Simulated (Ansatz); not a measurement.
CaF2 (Fluorite) under changes of volume

One of the cells (13.579 Å³/atom); the others are scaled copies at fixed shape and fractional positions:

```
CELL_PARAMETERS angstrom
0.00000 2.73100 2.73100
2.73100 0.00000 2.73100
2.73100 2.73100 0.00000
ATOMIC_POSITIONS crystal
Ca 0.00000 0.00000 0.00000
F 0.75000 0.75000 0.75000
F 0.25000 0.25000 0.25000
```

* Program: Ansatz 0.2.0
* Functional: PBEsol
* Potentials or basis: Ansatz PAW
* Cutoff: 420 eV (not typed: the program's choice for these potentials)
* k mesh: 8 × 8 × 8
* Occupations: fermi-dirac, width 0.05 eV
* Spin: no spin polarisation

```tsv
volume (Å³/atom)	energy over the lowest point (meV/atom)	pressure (GPa)	gap on the mesh (eV)
12.764	5.62	3.7	7.48
13.036	1.23	1.6	7.35
13.308	0.00	-0.2	7.23
13.579	1.84	-1.9	7.11
13.851	6.32	-3.3	7.00
14.122	13.13	-4.7	6.89
14.394	?	?	?
```

Q: What does the run at 14.394 Å³/atom give?

A: Energy over the lowest point 22.01 meV/atom; pressure -5.8 GPa; gap on the mesh 6.79 eV.

Worked out: A Birch-Murnaghan fit of order 3 (a polynomial in V^(-2/3)) to the other rows has its minimum at 13.27 Å³/atom with B0 = V·E''(V) = 86 GPa and B' = 4.1. It gives 22.16 meV/atom at 14.394 Å³/atom, against the run's 22.01, and -dE/dV = -5.9 GPa, against -5.8. A straight line through the other rows of the gap, of slope -5.82 eV per unit of ln V, extrapolates to 6.78 eV, against the run's 6.79.

Energies are extrapolated to zero smearing.

Caveats: the PAW data sets come from PBE, with cores solved anew for the run's functional, which leaves a small shift of forces and pressure.

A mesh can miss the band edges.
